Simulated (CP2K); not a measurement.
CuO in CP2K: the effect of functional

CuO:

```
Cu O
1.0
     2.87950    0.00000    0.00000
     0.03907    2.87928    0.00000
     0.01750    0.01724    5.17634
Cu O
2 2
Direct
  0.00000 0.50000 0.00000
  0.50000 0.00000 0.50000
  0.99842 0.00167 0.74989
  0.00158 0.99833 0.25011
```

The cell comes from a database or a generator and needn't be the stable form of this composition.

Alike in all runs:

* Program: CP2K 2026.2
* Task: atomic charges
* Potentials or basis: POTENTIAL_UZH Cu GTH-PBE-q11, O GTH-PBE-q6; TZVP-MOLOPT-PBE-GTH basis
* Density cutoff: 11565 eV
* k mesh: 9 × 9 × 5
* Occupations: fermi-dirac, width 0.05 eV
* Spin: no spin polarisation

```csv
functional,pressure (GPa)
PBE,8.8
LDA,-2.9
PBEsol,1.7
optB88-vdW,8.5
RPBE,?
PW91,8.2
```

**Question.** What does the run with functional RPBE give?

**Answer.** Pressure 12.9 GPa.

Caveats: the basis of atomic orbitals isn't converged, which shifts pressures, moduli and gaps; the run has no spin polarisation, though such a crystal can be magnetic; the potentials were made for another functional, which shifts forces and pressure (some runs).
